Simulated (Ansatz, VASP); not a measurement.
## GaAs: VASP beside Ansatz

```
Ga As
1.0
     0.00000    2.83309    2.83309
     2.83309    0.00000    2.83309
     2.83309    2.83309    0.00000
Ga As
1 1
Direct
  0.00000 0.00000 0.00000
  0.25000 0.25000 0.25000
```

Alike in both runs: task single point; functional r2SCAN; k mesh 6 × 6 × 6; no spin polarisation.

|  | VASP | Ansatz |
| --- | --- | --- |
| version | VASP 6.6.1 | Ansatz 0.2.0 |
| potentials or method | VASP PAW PBE potentials, release 64 (Ga_d, As) | plane waves |
| plane-wave cutoff (eV) | 520 | 500 |
| occupations | gaussian, width 0.01 eV | fixed |
| valence electrons in the cell | 18 | 28 |

```csv
,VASP,Ansatz,Ansatz less VASP
gap on the k mesh at the Fermi level (eV),0.94,0.96,+0.019
pressure (GPa),0.1,0.0,-0.11
```

The two sets of potentials don't hold the same shells in valence.

Caveats: the PAW data sets were made with another functional, which shifts forces and pressure a little (VASP). A k mesh can miss the band edges. r2SCAN opens gaps a little over a GGA but as a rule still falls short of measured ones.
